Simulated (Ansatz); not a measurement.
HfO$_{2}$: Hf vacancy

The calculation used DFT PBE, scalar-relativistic, plane waves, PAW (Ansatz). Settings: 420 eV cutoff, 2×2×2 k-mesh, shifted by half a step, Gaussian smearing of 0.01 eV, collinear spin.

Host crystal, relaxed:

```yaml
crystal:
  lattice:
    - [3.60430, 0.00000, 0.00000]
    - [0.00000, 3.60430, 0.00000]
    - [0.00000, 0.00000, 5.26397]
  atoms:
    - { symbol: Hf, position: [0.50000, 0.50000, 0.50000] }
    - { symbol: Hf, position: [0.00000, 0.00000, 0.00000] }
    - { symbol: O, position: [0.00000, 0.50000, 0.69325] }
    - { symbol: O, position: [0.50000, 0.00000, 0.80675] }
    - { symbol: O, position: [0.50000, 0.00000, 0.30675] }
    - { symbol: O, position: [0.00000, 0.50000, 0.19325] }
```

Supercell of 48 atoms, rows in host cell vectors: 0 2 1; 2 0 -1; -2 0 -1. Atoms relax at the host's cell, keeping the symmetry that the supercell leaves at the site. The cell is small, so energies carry finite-size errors of tenths of an eV. The host's Kohn–Sham gap is 4.67 eV. Atoms are taken from and returned to the elements' standard states.

Spin-orbit coupling is left out, which matters for the bands and energies of heavy elements.

Defect: Hf vacancy set at (0.500, 0.500, 0.500) of the host cell. Before relaxation its nearest neighbours are 4 O at 2.07 Å, 4 O at 2.42 Å.

| charge | E_f at the valence band top (eV) | moment (μB) | largest move (Å) | atoms near the site |
| --- | --- | --- | --- | --- |
| 0 | 15.91 | 4.00 | 0.21 | 4 O at 2.19 Å, 4 O at 2.59 Å |